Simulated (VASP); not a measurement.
Write the native input for VASP 6.6.1 that does the following.

```yaml
Task: single point
Functional: PBEsol
Potentials_or_basis: VASP PAW PBE potentials, release 64 (Yb, H)
Cutoff: 520 eV
k_mesh: 10 × 10 × 10
Occupations: gaussian, width 0.05 eV
Spin: no spin polarisation
Dipole_correction: no
Further_INCAR_settings: ALGO = Fast; EDIFF = 1e-06; NBANDS = 22
```

The structure of YbH3 lies in POSCAR:

```
YbH3
1.0
    0.0000000000      2.5010058521      2.5010058521
    2.5010058521      0.0000000000      2.5010058521
    2.5010058521      2.5010058521      0.0000000000
Yb H
1 3
Direct
    0.0000000000      0.0000000000      0.0000000000
    0.5000000000      0.5000000000      0.5000000000
    0.2500000000      0.2500000000      0.2500000000
    0.7500000000      0.7500000000      0.7500000000
```

The cell comes from a database or a generator and needn't be the stable form of this composition.

The input as run:

INCAR

```
SYSTEM = YbH3
ALGO = Fast
EDIFF = 1E-6
ENCUT = 520
GGA = PS
ISIF = 2
ISMEAR = 0
LASPH = .True.
LCHARG = .False.
LREAL = .False.
LWAVE = .False.
NBANDS = 22
NELM = 100
PREC = Accurate
SIGMA = 0.05
```

KPOINTS

```
k-points
0
Gamma
  10 10 10
  0 0 0
```

Potentials or basis: VASP PAW PBE potentials, release 64 (Yb, H).

Command:

```console
$ cat potpaw_PBE.64/Yb/POTCAR potpaw_PBE.64/H/POTCAR > POTCAR
$ mpirun -np 1 vasp_std > vasp.out
```

It gave:

```yaml
Pressure: 0.0 GPa
Band_gap_on_the_k_mesh: none (metal or under the smearing width)
```

Caveat: the PAW data sets were made with another functional, which shifts forces and pressure a little; without U or exact exchange the open f shell lies at the Fermi level, which spoils levels, moments and volumes.

Run time: 60 s on 1 thread of Intel(R) Xeon(R) 6975P-C (Granite Rapids) (shared host), peak memory 0.19 GiB.
